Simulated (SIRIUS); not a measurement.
**Sn in SIRIUS: convergence with lmax of the potential**

Input of the first run (lmax of the potential 2); the others differ in this setting and in those tied to it:

File sirius.json:

```json
{
  "control": {
    "processing_unit": "cpu",
    "std_evp_solver_name": "lapack",
    "gen_evp_solver_name": "lapack",
    "verbosity": 2,
    "print_forces": true,
    "ortho_rf": true,
    "use_second_variation": true,
    "rmt_max": 3.0,
    "num_bands_to_print": 24,
    "save_wf": true
  },
  "parameters": {
    "electronic_structure_method": "full_potential_lapwlo",
    "xc_functionals": ["XC_GGA_X_PBE", "XC_GGA_C_PBE"],
    "core_relativity": "dirac",
    "valence_relativity": "iora",
    "num_fv_states": 29,
    "smearing": "fermi_dirac",
    "smearing_width": 0.0018374661,
    "pw_cutoff": 20,
    "gk_cutoff": 3.31,
    "lmax_apw": 10,
    "lmax_rho": 2,
    "lmax_pot": 2,
    "num_mag_dims": 0,
    "auto_rmt": 0,
    "ngridk": [9, 9, 9],
    "shiftk": [0, 0, 0],
    "num_dft_iter": 80,
    "energy_tol": 1e-07,
    "density_tol": 1e-05,
    "use_symmetry": true
  },
  "settings": {"tol_ne": 1e-10},
  "iterative_solver": {"type": "exact"},
  "mixer": {"type": "anderson", "beta": 0.5, "max_history": 8},
  "unit_cell": {
    "lattice_vectors": [
      [-5.5560602284, 5.5560602284, 3.0222427496],
      [5.5560602284, -5.5560602284, 3.0222427496],
      [5.5560602284, 5.5560602284, -3.0222427496]
    ],
    "atom_types": ["Sn"],
    "atom_files": {"Sn": "Sn.json"},
    "atoms": {"Sn": [[0.0, 0.0, 0.0], [0.75, 0.25, 0.5]]}
  }
}
```

Sn.json

```json
{
  "name": "tin",
  "symbol": "Sn",
  "number": 50,
  "mass": 118.71,
  "rmin": 1e-06,
  "rmt": 2.54,
  "nrmt": 800,
  "rinf": 17.22,
  "core": "1s2s2p3s3p3d",
  "valence": [
    {"basis": [{"enu": 0.03, "dme": 0, "n": 0, "auto": 0}, {"enu": 0.03, "dme": 1, "n": 0, "auto": 0}]},
    {"l": 0, "n": 1, "basis": [{"enu": 0.053, "dme": 0, "n": 0, "auto": 0}]},
    {"l": 1, "n": 2, "basis": [{"enu": 0.13, "dme": 0, "n": 0, "auto": 0}]},
    {"l": 2, "n": 3, "basis": [{"enu": 0.13, "dme": 0, "n": 0, "auto": 0}]},
    {"l": 3, "n": 4, "basis": [{"enu": 0.13, "dme": 0, "n": 0, "auto": 0}]}
  ],
  "lo": [
    {"l": 0, "basis": [{"enu": 0.053, "dme": 0, "n": 0, "auto": 0}, {"enu": 0.053, "dme": 1, "n": 0, "auto": 0}]},
    {
      "l": 0,
      "basis": [{"enu": -4.6245, "dme": 0, "n": 4, "auto": 1}, {"enu": -4.6245, "dme": 1, "n": 4, "auto": 1}]
    },
    {
      "l": 0,
      "basis": [{"enu": -4.6245, "dme": 1, "n": 4, "auto": 1}, {"enu": 0.053, "dme": 0, "n": 0, "auto": 0}]
    },
    {"l": 0, "basis": [{"enu": 0.053, "dme": 0, "n": 0, "auto": 0}, {"enu": 2.533, "dme": 0, "n": 0, "auto": 0}]},
    {"l": 1, "basis": [{"enu": 0.13, "dme": 0, "n": 0, "auto": 0}, {"enu": 0.13, "dme": 1, "n": 0, "auto": 0}]},
    {
      "l": 1,
      "basis": [{"enu": -3.0143, "dme": 0, "n": 4, "auto": 1}, {"enu": -3.0143, "dme": 1, "n": 4, "auto": 1}]
    },
    {
      "l": 1,
      "basis": [{"enu": -3.0143, "dme": 1, "n": 4, "auto": 1}, {"enu": 0.13, "dme": 0, "n": 0, "auto": 0}]
    },
    {"l": 1, "basis": [{"enu": 0.13, "dme": 0, "n": 0, "auto": 0}, {"enu": 2.982, "dme": 0, "n": 0, "auto": 0}]},
    {"l": 2, "basis": [{"enu": 0.13, "dme": 0, "n": 0, "auto": 0}, {"enu": 0.13, "dme": 1, "n": 0, "auto": 0}]},
    {
      "l": 2,
      "basis": [{"enu": -0.6816, "dme": 0, "n": 4, "auto": 1}, {"enu": -0.6816, "dme": 1, "n": 4, "auto": 1}]
    },
    {
      "l": 2,
      "basis": [{"enu": -0.6816, "dme": 1, "n": 4, "auto": 1}, {"enu": 0.13, "dme": 0, "n": 0, "auto": 0}]
    },
    {"l": 2, "basis": [{"enu": 0.13, "dme": 0, "n": 0, "auto": 0}, {"enu": 3.354, "dme": 0, "n": 0, "auto": 0}]},
    {"l": 3, "basis": [{"enu": 0.13, "dme": 0, "n": 0, "auto": 0}, {"enu": 0.13, "dme": 1, "n": 0, "auto": 0}]},
    {"l": 3, "basis": [{"enu": 0.13, "dme": 0, "n": 0, "auto": 0}, {"enu": 2.827, "dme": 0, "n": 0, "auto": 0}]}
  ],
  "free_atom": [... radial grid and density of the free atom, the start of the SCF ...]
}
```

sirius_start.json

```json
{
  "control": {
    "processing_unit": "cpu",
    "std_evp_solver_name": "lapack",
    "gen_evp_solver_name": "lapack",
    "verbosity": 1,
    "print_forces": false,
    "ortho_rf": true,
    "use_second_variation": true,
    "rmt_max": 3.0,
    "num_bands_to_print": 24,
    "save_wf": false
  },
  "parameters": {
    "electronic_structure_method": "full_potential_lapwlo",
    "xc_functionals": ["XC_LDA_X", "XC_LDA_C_PW"],
    "core_relativity": "dirac",
    "valence_relativity": "iora",
    "num_fv_states": 29,
    "smearing": "fermi_dirac",
    "smearing_width": 0.0055123983,
    "pw_cutoff": 20,
    "gk_cutoff": 2.65,
    "lmax_apw": 10,
    "lmax_rho": 2,
    "lmax_pot": 2,
    "num_mag_dims": 0,
    "auto_rmt": 0,
    "ngridk": [4, 4, 4],
    "shiftk": [0, 0, 0],
    "num_dft_iter": 30,
    "energy_tol": 0.01,
    "density_tol": 0.05,
    "use_symmetry": true
  },
  "settings": {"tol_ne": 1e-10},
  "iterative_solver": {"type": "exact"},
  "mixer": {"type": "anderson", "beta": 0.5, "max_history": 8},
  "unit_cell": {
    "lattice_vectors": [
      [-5.5560602284, 5.5560602284, 3.0222427496],
      [5.5560602284, -5.5560602284, 3.0222427496],
      [5.5560602284, 5.5560602284, -3.0222427496]
    ],
    "atom_types": ["Sn"],
    "atom_files": {"Sn": "Sn.json"},
    "atoms": {"Sn": [[0.0, 0.0, 0.0], [0.75, 0.25, 0.5]]}
  }
}
```

Potentials or basis: all-electron FP-LAPW, apw+lo standard.

Launch:

```sh
$ OMP_NUM_THREADS=1 sirius.scf --input=sirius_start.json --output=start.json
$ OMP_NUM_THREADS=1 sirius.scf --input=sirius.json --output=output.json --task=1
```

Hardware: 1 thread of Arm Neoverse V1, with other jobs on the host.

**Question.** The values tried are 2, 3, 4, 6, 8, 10, loosest first. From which on does the energy stay within 1 meV/atom of the tightest run that finished?

**Answer.** From 4 on.

| lmax of the potential | energy less the tightest run, at zero smearing (meV/atom) | SCF cycles | CPU time (s) | peak memory (GiB) |
| --- | --- | --- | --- | --- |
| 2 | 24.14 | 7 | 68 | 0.42 |
| 3 | 13.33 | 7 | 67 | 0.42 |
| 4 | 0.30 | 7 | 74 | 0.45 |
| 6 | -0.10 | 7 | 81 | 0.51 |
| 8 | -0.01 | 7 | 85 | 0.58 |
| 10 | 0.00 | 7 | 91 | 0.68 |

The tightest run that finished is the yardstick and may itself not be fully converged.
